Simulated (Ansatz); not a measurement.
# Palladium, simple cubic under revPBE: from relaxation to bulk modulus

Aim: take palladium in the simple cubic structure, relax it, solve it on a dense k-mesh, then scale the cell to 7 volumes from 88 to 112 % of the relaxed one and try a fit of the equation of state. The start is antiferromagnetic (G-type). The k-meshes are 11×11×11 for the relaxation; 17×17×17 for the dense run; 12×12×12 for the volumes.

This is Pd in the simple cubic structure; at room conditions it is fcc.

Program: Ansatz 0.2.0. Level of theory: DFT revPBE, plane waves (420 eV) with PAW, scalar-relativistic; the PAW data stem from PBE, with regenerated cores. These are calculated values, not measurements.

## 1. The starting structure

It takes space group Pm-3m (No. 221, cubic). Conventional cell: a = 2.514 Å, b = 2.514 Å, c = 2.514 Å, α = 90.00°, β = 90.00°, γ = 90.00°. Around Pd (site symmetry m-3m) lie 6 Pd at 2.51 Å.

Structure file:

```cif
data_structure
_symmetry_space_group_name_H-M 'Pm-3m'
_symmetry_Int_Tables_number 221
_cell_length_a 2.5141
_cell_length_b 2.5141
_cell_length_c 2.5141
_cell_angle_alpha 90.000
_cell_angle_beta 90.000
_cell_angle_gamma 90.000
_cell_volume 15.89
loop_
_atom_site_label
_atom_site_type_symbol
_atom_site_symmetry_multiplicity
_atom_site_Wyckoff_symbol
_atom_site_fract_x
_atom_site_fract_y
_atom_site_fract_z
_atom_site_occupancy
Pd1 Pd 1 a 0.00000 0.00000 0.00000 1
```

Starting moments (μB): +0.5, -0.5.

## 2. Relaxing cell and atoms

input.yaml

```yaml
crystal:
  lattice:
    - [0.0, 2.5140960172, 2.5140960172]
    - [2.5140960172, 0.0, 2.5140960172]
    - [2.5140960172, 2.5140960172, 0.0]
  atoms:
    - { symbol: Pd, position: [0.0, 0.0, 0.0], spin: 0.5 }
    - { symbol: Pd, position: [0.5, 0.5, 0.5], spin: -0.5 }
hamiltonian:
  xc: revpbe
  pseudopotentials:
    kind: paw
    azcp:
      Pd: "pseudopotentials/Pd.paw.azcp"
basis:
  ecutwfc: 420
  fft_grid_basis: typed
kpoints:
  mp_grid: { grid: [11, 11, 11], shift: [0, 0, 0] }
magnetization:
  spin_polarized: true
scf:
  occupations: { method: fermi_dirac, width: 0.05 }
relax:
  max_steps: 60
  f_tol: 0.01
  cell: {}
```

Command:

```sh
ansatz run input.yaml --threads 2 --pin off --max-ram 5120MiB --backend cpu --events-out ev --progress --plain --runs-dir out
```

After this run come: Single point on a dense mesh; At 88 % of the relaxed volume; At 92 % of the relaxed volume; At 96 % of the relaxed volume; At 100 % of the relaxed volume; At 104 % of the relaxed volume; At 108 % of the relaxed volume; At 112 % of the relaxed volume.

Q: Predict the outcome of this session. Wanted: space group; conventional cell; volume; shortest distance; gap on the mesh; magnetic state; relative to fcc; V₀, B₀, B₀′.

**Answer**, as computed:

```
                      quantity                         value
space group (spins left aside)               Pm-3m (No. 221)
             conventional cell                   a = 2.634 Å
                        volume                18.268 Å³/atom
             shortest distance                       2.634 Å
               gap on the mesh  none (levels filled in part)
                magnetic state                  non-magnetic
               relative to fcc                 +483 meV/atom
                   V₀, B₀, B₀′  18.300 Å³/atom, 108 GPa, 5.5
```

In words: From the guessed start the volume grew by 15.0 % in 5 steps. It lies 483 meV/atom above the element's reference form at the same level (fcc, from a run of its own). The starting moments do not survive. No gap shows: it is a metal or semimetal at this level. The fitted modulus is 108 GPa. The symmetry was held, so the structure may be unstable against distortions that break it.
